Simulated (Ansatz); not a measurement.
# Si3Ge: a closer look at a trial structure, part 2 of 2

This session takes a relaxed cell of Si3Ge and sets out to measure the bulk modulus from energies at several volumes.

Ansatz 0.2.0; DFT PBE, scalar-relativistic, plane waves, PAW. The steps go on from the part before.

**7. Point at V/V0 = 0.91**

input.yaml reads:

```yaml
crystal:
  lattice:
    - [3.791838836, 0.0, 0.0]
    - [0.0, 3.791838836, 0.0]
    - [0.0, 0.0, 5.3593241058]
  atoms:
    - { symbol: Si, position: [0.5, 0.5, 0.0] }
    - { symbol: Si, position: [0.0, 0.5, 0.7557660567] }
    - { symbol: Si, position: [0.5, 0.0, 0.2442339433] }
    - { symbol: Ge, position: [0.0, 0.0, 0.5] }
basis:
  ecutwfc: 420
kpoints:
  mp_grid: { grid: [10, 10, 6] }
hamiltonian:
  xc: pbe
scf:
  occupations: { method: gaussian, width: 0.02 }
output:
  forces: true
  stress: true
  eigenvalues: true
relax:
  adjacent_minimum: "off"
  f_tol: 0.01
  max_steps: 30
  cell: { stress_tol: 0.1, fix: [volume] }
```

Run with:

```sh
ansatz run input.yaml --threads 1 --pin off --max-ram 2560MiB --backend cpu --events-out ev --progress --plain --runs-dir out
```

The log of the run, shortened:

```text
[...]
relax step   2: F+E_penalty+E_count = -6202.14868285 eV  Δ(F+E_penalty+E_count) = -9.082e-9 eV  max|allowed force component| = 4.147e-3 eV/Å  Δτ_max = 0.0000 Å  P = +9.450 GPa  Ω = 77.057 Å³  fix = [volume]  reactions: volume +9.450 GPa  stress off target by 7.76e-3 GPa on what of the [...]
SCF converged after 4 iterations
Free energy (F): -6202.148683 eV
[...]
E sigma→0 (E₀):  -6202.148683 eV
Fermi energy:    7.793185 eV
[...]
--- Forces (eV/Å), atoms counted from 1 ---
  atom   1  Si    -0.00000000     0.00000000     0.00000000
  atom   2  Si     0.00000000     0.00000000    -0.00414707
  atom   3  Si     0.00000000     0.00000000     0.00414707
  atom   4  Ge    -0.00000000     0.00000000     0.00000000
[...]
--- Stress (GPa, compression-positive) ---
        9.454273       0.000000      -0.000000
        0.000000       9.454273       0.000000
       -0.000000       0.000000       9.442630
  P = ⅓ Tr σ = 9.4504 GPa (94.504 kbar)
--- Band table (eV; the first three rows and the last of 84) ---
  k-point 0: bands = ["-16.5676", "-16.5546", "-16.5546", "-16.5294", "-16.5231", "-5.0134", "-0.8494", "-0.4359", "4.5559", "4.5559", "7.6271", "7.7010", "7.7010", "8.1934", "8.4023", "10.2581", "10.2581"]
[...]
--- Relaxed structure (1 steps of the walk, 1 accepted, 1 SCFs on fresh bases) ---
  F+E_penalty+E_count = -6202.14868285 eV   max|allowed force component| = 4.147e-3 eV/Å   (the final SCF, on the basis selected at the relaxed cell)
  cell:  # Å, volume = 77.0566 Å³
    - [3.791838836, 0.0, 0.0]
    - [0.0, 3.791838836, 0.0]
    - [0.0, 0.0, 5.3593241058]
  atoms:
    - { symbol: Si, position: [0.5, 0.5, 0.0] }
    - { symbol: Si, position: [0.0, 0.5, 0.7557660567] }
    - { symbol: Si, position: [0.5, 0.0, 0.2442339433] }
    - { symbol: Ge, position: [0.0, 0.0, 0.5] }
```

It took 22 s on 1 thread of Intel Xeon Platinum 8259CL at 2.50GHz (Skylake/Cascade Lake), shared host; peak memory 0.49 GiB.

**8. The cell scaled to 1.10 of its volume**

input.yaml reads:

```yaml
crystal:
  lattice:
    - [4.0386680248, 0.0, 0.0]
    - [0.0, 4.0386680248, 0.0]
    - [0.0, 0.0, 5.7106394781]
  atoms:
    - { symbol: Si, position: [0.5, 0.5, 0.0] }
    - { symbol: Si, position: [0.0, 0.5, 0.7558713849] }
    - { symbol: Si, position: [0.5, 0.0, 0.2441286151] }
    - { symbol: Ge, position: [0.0, 0.0, 0.5] }
basis:
  ecutwfc: 420
kpoints:
  mp_grid: { grid: [10, 10, 6] }
hamiltonian:
  xc: pbe
scf:
  occupations: { method: gaussian, width: 0.02 }
output:
  forces: true
  stress: true
  eigenvalues: true
relax:
  adjacent_minimum: "off"
  f_tol: 0.01
  max_steps: 30
  cell: { stress_tol: 0.1, fix: [volume] }
```

Run with:

```sh
ansatz run input.yaml --threads 1 --pin off --max-ram 2560MiB --backend cpu --events-out ev --progress --plain --runs-dir out
```

The log of the run, shortened:

```text
[...]
relax step   3: F+E_penalty+E_count = -6202.17497339 eV  Δ(F+E_penalty+E_count) = -7.169e-7 eV  max|allowed force component| = 3.426e-3 eV/Å  Δτ_max = 0.0000 Å  P = -6.247 GPa  Ω = 93.145 Å³  fix = [volume]  reactions: volume -6.247 GPa  stress off target by 1.21e-2 GPa on what of the [...]
SCF converged after 5 iterations
Free energy (F): -6202.174973 eV
[...]
E sigma→0 (E₀):  -6202.174973 eV
Fermi energy:    5.881548 eV
[...]
--- Forces (eV/Å), atoms counted from 1 ---
  atom   1  Si     0.00000000     0.00000000    -0.00000000
  atom   2  Si    -0.00000000    -0.00000000    -0.00342608
  atom   3  Si    -0.00000000    -0.00000000     0.00342608
  atom   4  Ge     0.00000000     0.00000000    -0.00000000
[...]
--- Stress (GPa, compression-positive) ---
       -6.240749      -0.000000      -0.000000
       -0.000000      -6.240749       0.000000
       -0.000000       0.000000      -6.258947
  P = ⅓ Tr σ = -6.2468 GPa (-62.468 kbar)
--- Band table (eV; the first three rows and the last of 84) ---
  k-point 0: bands = ["-18.5558", "-18.5483", "-18.5483", "-18.5339", "-18.5336", "-5.7879", "-2.3203", "-1.9103", "3.0007", "3.0007", "5.5730", "5.6128", "5.6128", "6.4183", "6.5729", "6.8850", "8.0883"]
[...]
--- Relaxed structure (2 steps of the walk, 2 accepted, 1 SCFs on fresh bases) ---
  F+E_penalty+E_count = -6202.17497339 eV   max|allowed force component| = 3.426e-3 eV/Å   (the final SCF, on the basis selected at the relaxed cell)
  cell:  # Å, volume = 93.1453 Å³
    - [4.037878625842717, 0.0, 1.3727188904047643e-33]
    - [0.0, 4.037878625842717, 0.0]
    - [1.9410118979183182e-33, 0.0, 5.712872538534937]
  atoms:
    - { symbol: Si, position: [0.5, 0.5, 0.0] }
    - { symbol: Si, position: [1.1921813903499864e-35, 0.5, 0.7561336470994524] }
    - { symbol: Si, position: [0.5, 0.0, 0.2438663529005475] }
    - { symbol: Ge, position: [1.072963251314987e-34, 0.0, 0.5] }
```

It took 39 s on 1 thread of Intel Xeon Platinum 8259CL at 2.50GHz (Skylake/Cascade Lake), shared host; peak memory 0.48 GiB.

**9. Point at V/V0 = 0.88**

input.yaml reads:

```yaml
crystal:
  lattice:
    - [3.7497038058, 0.0, 0.0]
    - [0.0, 3.7497038058, 0.0]
    - [0.0, 0.0, 5.2997711309]
  atoms:
    - { symbol: Si, position: [0.5, 0.5, 0.0] }
    - { symbol: Si, position: [0.0, 0.5, 0.7557660567] }
    - { symbol: Si, position: [0.5, 0.0, 0.2442339433] }
    - { symbol: Ge, position: [0.0, 0.0, 0.5] }
basis:
  ecutwfc: 420
kpoints:
  mp_grid: { grid: [10, 10, 6] }
hamiltonian:
  xc: pbe
scf:
  occupations: { method: gaussian, width: 0.02 }
output:
  forces: true
  stress: true
  eigenvalues: true
relax:
  adjacent_minimum: "off"
  f_tol: 0.01
  max_steps: 30
  cell: { stress_tol: 0.1, fix: [volume] }
```

Run with:

```sh
ansatz run input.yaml --threads 1 --pin off --max-ram 2560MiB --backend cpu --events-out ev --progress --plain --runs-dir out
```

The log of the run, shortened:

```text
[...]
relax step   2: F+E_penalty+E_count = -6201.96556428 eV  Δ(F+E_penalty+E_count) = -1.148e-8 eV  max|allowed force component| = 8.237e-3 eV/Å  Δτ_max = 0.0000 Å  P = +13.764 GPa  Ω = 74.516 Å³  fix = [volume]  reactions: volume +13.764 GPa  stress off target by 2.60e-2 GPa on what of the [...]
SCF converged after 4 iterations
Free energy (F): -6201.965564 eV
[...]
E sigma→0 (E₀):  -6201.965564 eV
Entropy (-TS):   -0.000000 eV (-0.000 meV/atom)
Fermi energy:    8.163584 eV
[...]
--- Forces (eV/Å), atoms counted from 1 ---
  atom   1  Si    -0.00000000     0.00000000     0.00000000
  atom   2  Si     0.00000000     0.00000000    -0.00823733
  atom   3  Si     0.00000000     0.00000000     0.00823733
  atom   4  Ge    -0.00000000     0.00000000     0.00000000
[...]
--- Stress (GPa, compression-positive) ---
       13.777146       0.000000      -0.000000
        0.000000      13.777146       0.000000
       -0.000000       0.000000      13.738105
  P = ⅓ Tr σ = 13.7641 GPa (137.641 kbar)
--- Band table (eV; the first three rows and the last of 84) ---
  k-point 0: bands = ["-16.1945", "-16.1799", "-16.1799", "-16.1524", "-16.1446", "-4.8609", "-0.5657", "-0.1511", "4.8639", "4.8639", "8.0232", "8.1119", "8.1119", "8.5288", "8.7613", "10.6774", "10.6774"]
[...]
--- Relaxed structure (1 steps of the walk, 1 accepted, 1 SCFs on fresh bases) ---
  F+E_penalty+E_count = -6201.96556428 eV   max|allowed force component| = 8.237e-3 eV/Å   (the final SCF, on the basis selected at the relaxed cell)
  cell:  # Å, volume = 74.5163 Å³
    - [3.7497038058, 0.0, 0.0]
    - [0.0, 3.7497038058, 0.0]
    - [0.0, 0.0, 5.2997711309]
  atoms:
    - { symbol: Si, position: [0.5, 0.5, 0.0] }
    - { symbol: Si, position: [0.0, 0.5, 0.7557660567] }
    - { symbol: Si, position: [0.5, 0.0, 0.2442339433] }
    - { symbol: Ge, position: [0.0, 0.0, 0.5] }
```

Wall time 21 s (1 thread of Intel Xeon Platinum 8259CL at 2.50GHz (Skylake/Cascade Lake), shared host); peak memory 0.49 GiB.

**10. Energy against volume**

```
volume (Å³/atom)  energy above the lowest point (meV/atom)  pressure (GPa)  gap on the mesh (eV)
          18.629                                      97.4           13.76                  0.10
          19.264                                      51.7            9.45                  0.18
          19.899                                      21.7            5.78                  0.26
          20.534                                       5.1            2.66                  0.32
          21.169                                       0.0            0.00                  0.38
          21.804                                       4.6           -2.25                  0.44
          22.440                                      17.4           -4.16                  0.49
          23.286                                      45.1           -6.25                  0.54
```

**11. Summary of results**

The summary covers parts 1 to 2.

| quantity | value |
| --- | --- |
| equilibrium volume of the fit | 21.17 Å³/atom |
| bulk modulus | 81 GPa |
| its pressure derivative | 4.4 |

In words: The fit puts the minimum at 21.17 Å³/atom with B = 81 GPa and B' = 4.4. The gap on the mesh goes from 0.10 eV at the smallest volume to 0.54 eV at the largest.
